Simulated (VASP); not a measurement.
NbAs, 4 atoms in the cell. Symmetry: I4_1md, No. 109, tetragonal system. The conventional cell has a = 3.441 Å, b = 3.441 Å, c = 11.593 Å, α = 90.00°, β = 90.00°, γ = 90.00°. Nb (site symmetry 2mm) has 6 As at 2.60 to 2.61 Å as nearest neighbours. As (site symmetry 2mm) is surrounded by 6 Nb at 2.60 to 2.61 Å. 

```yaml
Program: VASP 6.6.1
Task: relaxation of cell and atoms
Functional: PBEsol
Potentials_or_basis: VASP PAW PBE potentials, release 64 (Nb_sv, As)
Cutoff: 520 eV
k_mesh: 18 × 18 × 18
Occupations: gaussian, width 0.1 eV
Spin: no spin polarisation
Further_INCAR_settings: ALGO = Normal; EDIFF = 1e-07; IBRION = 2; EDIFFG = -0.002; NSW = 80; ISIF = 3
```

Potentials or basis: VASP PAW PBE potentials, release 64 (Nb_sv, As).

Launch:

```console
$ cat potpaw_PBE.64/Nb_sv/POTCAR potpaw_PBE.64/As/POTCAR > POTCAR
$ mpirun -np 4 vasp_std > vasp.out
```

Hardware: 4 MPI ranks on Intel(R) Xeon(R) Platinum 8559C (Emerald Rapids) (shared host).

How long does it take, and how much memory?

Run time: 7.6 min on 4 MPI ranks on Intel(R) Xeon(R) Platinum 8559C (Emerald Rapids), on a shared host, peak memory 0.84 GiB a rank. Counts: scf iterations 14, k points 480, ion steps 1.
